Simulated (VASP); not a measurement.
# Ge (Fd-3m) in VASP: notebook, part 2 of 2

VASP 6.6.1.

### 4 Single point, PBEsol (grid = ENCUT=350 dk=0.6 cell=3x3x2 ISMEAR=0 SIGMA=0.05 LREAL=Auto EDIFF=1e-06)

INCAR reads:

```
SYSTEM = Ge
  PREC = Accurate
  ENCUT = 350
  EDIFF = 1E-6
  ISMEAR = 0
  SIGMA = 0.05
  LREAL = Auto
  LASPH = .True.
  NELM = 120
  ALGO = Fast
  ISIF = 2
  LWAVE = .False.
  LCHARG = .False.
  GGA = PS
  NBANDS = 256
  NCORE = 1
  KPAR = 2
```

KPOINTS reads:

```
regular mesh
0
Gamma
  2 2 2
  0 0 0
```

POSCAR reads:

```
Ge
1.0
    0.0000000000      8.4867300000      8.4867300000
    8.4867300000      0.0000000000      8.4867300000
    5.6578200000      5.6578200000      0.0000000000
Ge
35
Direct
    0.2500000000      0.2500000000      0.8750000000
    0.2500000000      0.5833333333      0.3750000000
    0.2500000000      0.5833333333      0.8750000000
    0.2500000000      0.9166666667      0.3750000000
    0.2500000000      0.9166666667      0.8750000000
    0.5833333333      0.2500000000      0.3750000000
    0.5833333333      0.2500000000      0.8750000000
    0.5833333333      0.5833333333      0.3750000000
    0.5833333333      0.5833333333      0.8750000000
    0.5833333333      0.9166666667      0.3750000000
    0.5833333333      0.9166666667      0.8750000000
    0.9166666667      0.2500000000      0.3750000000
    0.9166666667      0.2500000000      0.8750000000
    0.9166666667      0.5833333333      0.3750000000
    0.9166666667      0.5833333333      0.8750000000
    0.9166666667      0.9166666667      0.3750000000
    0.9166666667      0.9166666667      0.8750000000
    0.1666666667      0.1666666667      0.2500000000
    0.1666666667      0.1666666667      0.7500000000
    0.1666666667      0.5000000000      0.2500000000
    0.1666666667      0.5000000000      0.7500000000
    0.1666666667      0.8333333333      0.2500000000
    0.1666666667      0.8333333333      0.7500000000
    0.5000000000      0.1666666667      0.2500000000
    0.5000000000      0.1666666667      0.7500000000
    0.5000000000      0.5000000000      0.2500000000
    0.5000000000      0.5000000000      0.7500000000
    0.5000000000      0.8333333333      0.2500000000
    0.5000000000      0.8333333333      0.7500000000
    0.8333333333      0.1666666667      0.2500000000
    0.8333333333      0.1666666667      0.7500000000
    0.8333333333      0.5000000000      0.2500000000
    0.8333333333      0.5000000000      0.7500000000
    0.8333333333      0.8333333333      0.2500000000
    0.8333333333      0.8333333333      0.7500000000
```

Potentials or basis: VASP PAW PBE potentials, release 64 (Ge_d).

Run with:

```console
> cat potpaw_PBE.64/Ge_d/POTCAR > POTCAR
> mpirun -np 4 vasp_std > vasp.out
```

OUTCAR:

```text
SYSTEM = Ge
   PREC = Accurate
   ENCUT = 350
   EDIFF = 1E-6
   ISMEAR = 0
   LREAL = Auto
   LASPH = .True.
   NELM = 120
   ISIF = 2
   GGA = PS

 Found      6 irreducible k-points:

 Following reciprocal coordinates:
            Coordinates               Weight
  0.000000  0.000000  0.000000      1.000000
  0.500000  0.000000  0.000000      2.000000
  0.500000  0.500000  0.000000      1.000000
  0.000000  0.000000  0.500000      1.000000
  0.500000  0.000000  0.500000      2.000000
  0.500000  0.500000  0.500000      1.000000
   k-points           NKPTS =      6   k-points in BZ     NKDIM =      6   number of bands    NBANDS=    256
   number of dos      NEDOS =    301   number of ions     NIONS =     35
   total plane-waves  NPLWV = 320000
   dimension x,y,z NGX =    80 NGY =   80 NGZ =   50
   dimension x,y,z NGXF=   160 NGYF=  160 NGZF=  100
   ions per type =              35
   NGX,Y,Z   is equivalent  to a cutoff of  11.08, 11.08, 10.39 a.u.
   NGXF,Y,Z  is equivalent  to a cutoff of  22.16, 22.16, 20.78 a.u.
 SYSTEM =  Ge
   PREC   = accura    normal or accurate (medium, high low for compatibility)
   ISTART =      0    job   : 0-new  1-cont  2-samecut
   ICHARG =      2    charge: 1-file 2-atom 10-const
   ISPIN  =      1    spin polarized calculation?
   LNONCOLLINEAR =      F non collinear calculations
   LSORBIT =      F    spin-orbit coupling
   LASPH  =      T    aspherical Exc in radial PAW
   ENCUT  =  350.0 eV  25.72 Ry    5.07 a.u.  18.31 18.31 12.21*2*pi/ulx,y,z
   NELM   =    120;   NELMIN=  2; NELMDL= -5     # of ELM steps
   EDIFF  = 0.1E-05   stopping-criterion for ELM
   LREAL  =      T    real-space projection
   EDIFFG = 0.1E-04   stopping-criterion for IOM
   NSW    =      0    number of steps for IOM
   IBRION =     -1    ionic relax: 0-MD 1-quasi-New 2-CG
   NFREE  =      0    steps in history (QN), initial steepest desc. (CG)
   ISIF   =      2    stress and relaxation
   ISYM   =      2    0-nonsym 1-usesym 2-fastsym
   POTIM  = 0.5000    time-step for ionic-motion
   TEBEG  =    0.0;   TEEND  =   0.0 temperature during run
   PSTRESS=    0.0 pullay stress
   NELECT =     490.0000    total number of electrons
   NUPDOWN=      -1.0000    fix difference up-down
   EMIN   =  10.00;   EMAX   =-10.00  energy-range for DOS
   EFERMI =   0.00;   METHOD = LEGACY
   ISMEAR =     0;   SIGMA  =   0.05  broadening in eV -4-tet -1-fermi 0-gaus
   EFERMI_NEDOS =   21; number of points for ismear=-14 and -15
   IALGO  =     68    algorithm
   IMIX   =      4    mixing-type and parameters
     AMIX     =   0.40;   BMIX     =  1.00
     AMIX_MAG =   1.60;   BMIX_MAG =  1.00
  volume/ion in A,a.u.               =      23.29       157.14
  Fermi-wavevector in a.u.,A,eV,Ry     =   1.381721  2.611073 25.975587  1.909152
  Thomas-Fermi vector in A             =   2.506479
   LORBIT       =      0    0 simple, 1 ext, 2 COOP (PROOUT), +10 PAW based schemes
   GGA     = PS    functional components
   LHFCALC =     F    Hartree Fock is set to
   AEXX    =    0.0000 exact exchange contribution
   IVDW    =     0    specifies the selected vdW correction
   LEPSILON=     F    determine dielectric tensor
   LRPA    =     F    only Hartree local field effects (RPA)
 non-spin polarized calculation
 RMM-DIIS sequential band-by-band and
 Gauss-broadening in eV      SIGMA  =   0.05
  energy-cutoff  :      350.00
  volume of cell :      815.00
 maximum number of plane-waves:     12130
 NGX is ok and might be reduce to    80
   NGX = 37   NGY = 37   NGZ = 25

 number of electron     490.0000019 magnetization

 Free energy of the ion-electron system (eV)
  ---------------------------------------------------
  ext. energy  EPLUGINS =         0.00000000
  ---------------------------------------------------
  free energy    TOTEN  =      -169.30525286 eV

  energy without entropy =     -169.29556466  energy(sigma->0) =     -169.30040876

 E-fermi :   4.3910     XC(G=0):  -9.9926

 val. band max:        4.2856654170   @ k =   0.0000   0.0000   0.0000
 cond. band min:       4.4060028910   @ k =   0.5000   0.0000   0.5000
 fundamental gap:      0.1203374740
 Fermi energy:         4.3910156503

 k-point     1 :       0.0000    0.0000    0.0000
  band No.  band energies     occupation
      1     -20.2679      2.00000
      2     -20.2661      2.00000
      3     -20.2604      2.00000
      4     -20.2570      2.00000
      5     -20.2500      2.00000
      6     -20.2438      2.00000
[... 1543 lines left out ...]
    255       6.6590      0.00000
    256       6.7480      0.00000

------------------------ aborting loop because EDIFF is reached ----------------------------------------

  FORCE on cell =-STRESS in cart. coord.  units (eV):
  Direction    XX          YY          ZZ          XY          YZ          ZX
  --------------------------------------------------------------------------------------
  -------------------------------------------------------------------------------------
  Total        1.3231734      1.3231734     -2.0521032      1.9167510     -0.0091239     -0.0091245
  in kB        2.6011623      2.6011623     -4.0341300      3.7680477     -0.0179362     -0.0179375
  external PRESSURE =       0.3893982 kB  Pullay stress =       0.0000000 kB

 VOLUME and BASIS-vectors are now :
 -----------------------------------------------------------------------------
  energy-cutoff  :      350.00
  volume of cell :      815.00
      direct lattice vectors                 reciprocal lattice vectors
     0.000000000  8.486730000  8.486730000    -0.058915507  0.058915507  0.058915507
     8.486730000  0.000000000  8.486730000     0.058915507 -0.058915507  0.058915507
     5.657820000  5.657820000  0.000000000     0.088373260  0.088373260 -0.088373260

 POSITION                                       TOTAL-FORCE (eV/Angst)
 -----------------------------------------------------------------------------------
      7.07227      7.07227      4.24336         0.047224      0.047224     -0.041593
      7.07227      4.24336      7.07227        -0.170314      0.057042     -0.205939
      9.90118      7.07227      7.07227        -0.000001      0.104470     -0.142802
      9.90119      4.24336      9.90119         0.079530     -0.032360      0.142193
     12.73010      7.07227      9.90119         0.024597     -0.061400      0.049822
      4.24336      7.07227      7.07227         0.057042     -0.170314     -0.205939
[... 27 lines left out ...]
      8.48673      8.48673     14.14455        -0.003404     -0.003404      0.146913
     11.31564     11.31564     14.14455         0.010415      0.010415     -0.065802
 -----------------------------------------------------------------------------------
    total drift:                               -0.003156     -0.003156      0.003828

  FREE ENERGIE OF THE ION-ELECTRON SYSTEM (eV)
  ---------------------------------------------------
  free  energy   TOTEN  =      -169.3052528631 eV

  energy  without entropy=     -169.2955646614  energy(sigma->0) =     -169.30040876
```

OSZICAR:

```text
N       E                     dE             d eps       ncg     rms          rms(c)
DAV:   1     0.804486867570E+04    0.80449E+04   -0.16690E+05  3264   0.434E+03
DAV:   2     0.179296660201E+04   -0.62519E+04   -0.61846E+04  3072   0.107E+03
DAV:   3     0.105938071849E+03   -0.16870E+04   -0.16676E+04  3248   0.304E+02
[... 14 lines left out ...]
RMM:  18    -0.169305246249E+03   -0.53448E-05   -0.54184E-05  1951   0.275E-03    0.518E-04
RMM:  19    -0.169305249391E+03   -0.31416E-05   -0.31470E-05  2017   0.266E-03    0.262E-04
RMM:  20    -0.169305251166E+03   -0.17754E-05   -0.18184E-05  1996   0.221E-03    0.116E-04
RMM:  21    -0.169305252255E+03   -0.10886E-05   -0.11288E-05  1942   0.191E-03    0.121E-04
RMM:  22    -0.169305252863E+03   -0.60811E-06   -0.64912E-06  1072   0.151E-03
   1 F= -.16930525E+03 E0= -.16930041E+03  d E =-.968820E-02
```

stdout:

```text
POSCAR found type information on POSCAR Ge
 POSCAR found :  1 types and      35 ions
 scaLAPACK will be used
 -----------------------------------------------------------------------------
|                                                                             |
|                                                                             |
|     You enforced a specific xc type in the INCAR file but a different       |
|     I HOPE YOU KNOW WHAT YOU ARE DOING!                                     |
|                                                                             |
 -----------------------------------------------------------------------------

 LDA part: xc-table for (Slater+PW92), standard interpolation
 POSCAR, INCAR and KPOINTS ok, starting setup
 FFT: planning ... GRIDC
 FFT: planning ... GRID_SOFT
 FFT: planning ... GRID
 WAVECAR not read
 entering main loop
 num prob  num prob RMM:  16    -0.169305231512E+03   -0.18058E-04   -0.17976E-04  2147   0.473E-03    0.923E-04
 num prob  num prob RMM:  17    -0.169305240905E+03   -0.93926E-05   -0.94081E-05  1905   0.326E-03    0.673E-04
 num prob RMM:  18    -0.169305246249E+03   -0.53448E-05   -0.54184E-05  1951   0.275E-03    0.518E-04
 num prob  num prob  num prob RMM:  19    -0.169305249391E+03   -0.31416E-05   -0.31470E-05  2017   0.266E-03    0.262E-04
 num prob  num prob RMM:  20    -0.169305251166E+03   -0.17754E-05   -0.18184E-05  1996   0.221E-03    0.116E-04
 num prob  num prob RMM:  21    -0.169305252255E+03   -0.10886E-05   -0.11288E-05  1942   0.191E-03    0.121E-04
 num prob  num prob  num prob RMM:  22    -0.169305252863E+03   -0.60811E-06   -0.64912E-06  1072   0.151E-03
```

Wall time 12 min (4 MPI ranks of Intel Xeon Platinum 8488C (Sapphire Rapids), shared host); peak memory 0.6 GiB.

These settings aren't checked as converged: the numbers below hold their error.

Results:

```yaml
Free_energy: -169.3053 eV
Largest_force: 0.561 eV/Å
Band_gap_on_the_k_mesh: none (metal or under the smearing width)
```

Caveat: the k mesh is coarse (spacing up to 0.48 Å⁻¹), so the values aren't converged; the cutoff is under 1.25 times the usual one of these potentials, so pressure, stress and relaxed cells hold a basis-set (Pulay) error; the PAW data sets were made with another functional, which shifts forces and pressure a little.

### 5 Single point, PBEsol (grid = ENCUT=300 dk=0.45 cell=3x3x2 ISMEAR=0 SIGMA=0.05 LREAL=Auto EDIFF=1e-06)

INCAR: that of step 4 with these lines changed.

```diff
@@ -2,3 +2,3 @@
   PREC = Accurate
-  ENCUT = 350
+  ENCUT = 300
   EDIFF = 1E-6
```

KPOINTS reads:

```
regular mesh
0
Gamma
  2 2 3
  0 0 0
```

POSCAR is that of step 4.

Run with:

```console
> cat potpaw_PBE.64/Ge_d/POTCAR > POTCAR
> mpirun -np 4 vasp_std > vasp.out
```

It took 12 min on 4 MPI ranks of Intel Xeon Platinum 8488C (Sapphire Rapids), shared host; peak memory 0.49 GiB.

The run converged, but a check on its numbers failed (symmetry, net force, bounds or a known fault of this set-up), so they aren't taken as properties of the crystal.

Caveat: the cutoff lies under the usual one of these potentials, so the numbers hold a large basis-set error; the PAW data sets were made with another functional, which shifts forces and pressure a little.

### 6 Single point, PBEsol (grid = ENCUT=350 dk=0.45 cell=3x3x2 ISMEAR=0 SIGMA=0.05 LREAL=False EDIFF=1e-06)

INCAR: that of step 5 with these lines changed.

```diff
@@ -2,3 +2,3 @@
   PREC = Accurate
-  ENCUT = 300
+  ENCUT = 350
   EDIFF = 1E-6
@@ -6,3 +6,3 @@
   SIGMA = 0.05
-  LREAL = Auto
+  LREAL = .False.
   LASPH = .True.
```

KPOINTS is that of step 5.

POSCAR is that of step 5.

Potentials or basis: VASP PAW PBE potentials, release 64 (Ge_d).

Run with:

```console
> cat potpaw_PBE.64/Ge_d/POTCAR > POTCAR
> mpirun -np 4 vasp_std > vasp.out
```

Run time: 17 min. Hardware: 4 MPI ranks of Intel Xeon Platinum 8488C (Sapphire Rapids), shared host; peak memory 0.57 GiB.

The run converged, but some of its settings lie outside the range that counts as converged, so its numbers aren't taken as properties of the crystal.

Results:

| Property | Result |
| --- | --- |
| Free energy | -169.7715 eV |
| Largest force | 0.540 eV/Å |
| Band gap on the k mesh | none (metal or under the smearing width) |

Caveat: the cutoff is under 1.25 times the usual one of these potentials, so pressure, stress and relaxed cells hold a basis-set (Pulay) error; the PAW data sets were made with another functional, which shifts forces and pressure a little.
